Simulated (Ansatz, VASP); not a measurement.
**AlN: VASP beside Ansatz**

```xyz
4
Lattice="3.1050 0.0000 0.0000 -1.5525 2.6890 0.0000 0.0000 0.0000 4.9682" Properties=species:S:1:pos:R:3 pbc="T T T"
Al    0.0000    1.7927   -0.0001
Al    1.5525    0.8963    2.4839
N     0.0000    1.7927    1.8980
N     1.5525    0.8963    4.3821
```

Alike in both runs: functional HSE06; k mesh 6 × 6 × 4; no spin polarisation.

Ansatz relaxed the structure, and its values are those at the end. VASP's run is a single point on that final structure, the one shown.

|  | VASP | Ansatz |
| --- | --- | --- |
| version | VASP 6.6.1 | Ansatz 0.2.0 |
| potentials or method | VASP PAW PBE potentials, release 64 (Al, N) | scalar-relativistic, plane waves, PAW |
| plane-wave cutoff (eV) | 520 | 520 |
| occupations | gaussian, width 0.01 eV | fixed |
| valence electrons in the cell | 16 | 16 |

```tsv
	VASP	Ansatz	Ansatz less VASP
gap on the k mesh at the Fermi level (eV)	5.61	5.62	+0.007
least direct gap on the mesh (eV)	5.61	5.62	+0.007
pressure (GPa)	-0.1	0.0	+0.15
```

Caveats: the PAW data sets were made with another functional, which shifts forces and pressure a little (VASP).
